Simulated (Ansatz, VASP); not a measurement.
Fe: VASP beside Ansatz

Contents of INCAR:

```
ALGO = Normal ; EDIFF = 1E-6
ENCUT = 520 ; GGA = PE
ISIF = 2 ; ISMEAR = 0
ISPIN = 2 ; LASPH = True
LCHARG = False ; LMAXMIX = 4
LORBIT = 11 ; LREAL = False
LWAVE = False ; MAGMOM = 2.44
NBANDS = 14 ; NELM = 150
PREC = Accurate ; SIGMA = 0.15
```

Contents of KPOINTS:

```
k-points
0
Gamma
  10 10 10
```

File POSCAR:

```
Fe
1.0
   -1.5715103435      1.4157750842      1.3166708283
    1.5715103435     -1.4157750842      1.3166708283
    1.5715103435      1.4157750842     -1.3166708283
Fe
1
Direct
    0.0000000000      0.0000000000      0.0000000000
```

Input for Ansatz:

```yaml
crystal:
  lattice:
    - [-1.5715103435, 1.4157750842, 1.3166708283]
    - [1.5715103435, -1.4157750842, 1.3166708283]
    - [1.5715103435, 1.4157750842, -1.3166708283]
  atoms:
    - { symbol: Fe, position: [0.0, 0.0, 0.0], spin: 2.44 }
basis:
  ecutwfc: 520.0
kpoints:
  mp_grid: { grid: [10, 10, 10] }
hamiltonian:
  xc: pbe
scf:
  occupations: { method: gaussian, width: 0.15 }
output:
  forces: true
  stress: true
  eigenvalues: true
  populations: true
magnetization:
  spin_polarized: true
```

Change from the starting cell: normal strain along x +0.1100, normal strain along z -0.0700.

Alike in both runs: task single point; functional PBE; k mesh 10 × 10 × 10; occupations gaussian, width 0.15 eV; collinear spin.

|  | VASP | Ansatz |
| --- | --- | --- |
| version | VASP 6.6.1 | Ansatz 0.2.0 |
| potentials or method | VASP PAW PBE potentials, release 64 (Fe) | scalar-relativistic, plane waves, PAW |
| plane-wave cutoff (eV) | 520 | 520 |
| valence electrons in the cell | 8 | 16 |

|  | VASP | Ansatz | Ansatz less VASP |
| --- | --- | --- | --- |
| gap on the k mesh at the Fermi level (eV) | none | none | - |
| pressure (GPa) | -3.1 | -3.2 | -0.02 |
| largest component of the traceless stress (GPa) | 10.49 | 10.68 | +0.191 |
| net moment per atom (μB) | 2.29 | 2.27 | -0.021 |
| size of the moment on the site where the two differ most (μB) | 2.29 | 2.32 | +0.025 |

Site moments also hang on the region over which each program counts them. A gap of «none» marks a metal or a gap that the smearing closes. The two sets of potentials don't hold the same shells in valence.
